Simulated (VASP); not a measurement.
**Li: single point with PBEsol**

Li:

```xyz
1
Lattice="-1.7177 1.7177 1.7177 1.7177 -1.7177 1.7177 1.7177 1.7177 -1.7177" Properties=species:S:1:pos:R:3 pbc="T T T"
Li    0.0000    0.0000    0.0000
```

- Program: VASP 6.6.1
- Task: single point
- Functional: PBEsol
- Potentials or basis: VASP PAW PBE potentials, release 64 (Li_sv)
- Cutoff: 520 eV
- k mesh: 16 × 16 × 16
- Occupations: gaussian, width 0.05 eV
- Spin: no spin polarisation
- Dipole correction: no
- Further INCAR settings: ALGO = Normal; EDIFF = 1e-07; NBANDS = 8

```json
{
  "Band gap on the k mesh": "none (metal or under the smearing width)"
}
```

Levels at points of the mesh, in eV from the Fermi level:
```tsv
k point	band 1	band 2	band 3	band 4
(0.00, 0.00, 0.00)	-45.91	-3.55	14.63	14.63
(0.50, 0.00, 0.00)	-45.89	0.25	3.27	10.38
(0.50, 0.50, 0.50)	-45.87	5.53	5.53	5.53
```

Wall time 9 s on 1 thread of Intel(R) Xeon(R) Platinum 8488C (Sapphire Rapids), on a shared host, peak memory 0.14 GiB.
